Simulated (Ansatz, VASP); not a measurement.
# One calculation of W, two programs

```
CELL_PARAMETERS angstrom
-1.59171 1.59171 1.59171
1.59171 -1.59171 1.59171
1.59171 1.59171 -1.59171
ATOMIC_POSITIONS crystal
W 0.00000 0.00000 0.00000
```

Alike in both runs: functional PBE; k mesh 19 × 19 × 19; occupations fermi-dirac, width 0.08 eV; no spin polarisation.

Ansatz relaxed the structure, and its values are those at the end. VASP's run is a single point on that final structure, the one shown.

|  | VASP | Ansatz |
| --- | --- | --- |
| version | VASP 6.6.1 | Ansatz 0.2.0 |
| potentials or method | VASP PAW PBE potentials, release 64 (W_sv) | PAW with Ansatz's default frozen-core files, scalar-relativistic |
| plane-wave cutoff (eV) | 520 | 420 |
| valence electrons in the cell | 14 | 14 |

```csv
,VASP,Ansatz,Ansatz less VASP
pressure (GPa),0.5,0.0,-0.51
```

The runs have no spin-orbit coupling, so splittings on W are missing.
